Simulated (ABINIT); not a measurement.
Write the native input for ABINIT 10.8.3 (patched build) that does the following.

| Quantity | Value |
| --- | --- |
| Task | single point |
| Functional | PBEsol |
| Potentials or basis | JTH PAW PBE v2.0 |
| Cutoff | 544 eV |
| k mesh | 10 × 10 × 6 |
| Occupations | fermi-dirac, width 0.05 eV |
| Spin | no spin polarisation |
| Fine-grid cutoff | 1088.46 eV |
| Exchange and correlation inside the PAW spheres | full angular mesh (pawxcdev 0, this build's default; the released program takes 1) |

Crystal: PtSe2 (Sudovikovite).

```xyz
3
Lattice="3.7240 0.0000 0.0000 -1.8620 3.2251 0.0000 0.0000 0.0000 5.0620" Properties=species:S:1:pos:R:3 pbc="T T T"
Pt    0.0000    0.0000    0.0000
Se    1.8620    1.0750    3.7965
Se    0.0000    2.1501    1.2655
```

These files were run (other wordings do the same):

run.abi

```
pp_dirpath "./"
pseudos "Pt.GGA_PBE-JTH.xml, Se.GGA_PBE-JTH.xml"

acell 3*1.0 Angstrom
rprim
     3.7240000000     0.0000000000     0.0000000000
    -1.8620000000     3.2250786037     0.0000000000
     0.0000000000     0.0000000000     5.0620000000
ntypat 2
znucl 78 34
natom 3
typat 1 2 2
xred
     0.0000000000     0.0000000000     0.0000000000
     0.6666666667     0.3333333333     0.7500000000
     0.3333333333     0.6666666667     0.2500000000

ecut 544.227725 eV
pawecutdg 40.0

kptopt 1
ngkpt 10 10 6
nshiftk 1
shiftk 0.0 0.0 0.0

ixc -116133

nband 15
occopt 3
tsmear 0.05 eV

nstep 100
tolvrs 1.0e-9

iomode 3
prtwf 0
prtden 0
prteig 0
prtebands 0
enunit 1
```

Potentials or basis: JTH PAW PBE v2.0.

The run is started by

```bash
$ abinit run.abi > log 2>&1
```

It gave:

```json
{"Pressure": "2.8 GPa", "Largest force": "0.413 eV/Å", "Band gap on the k mesh": "none (metal or under the smearing width)"}
```

Caveat: the PAW data sets were made with another functional, which shifts forces and pressure a little; the atomic spheres overlap.

It took 110 s on 1 thread of Arm Neoverse V1 (shared host), peak memory 0.18 GiB.
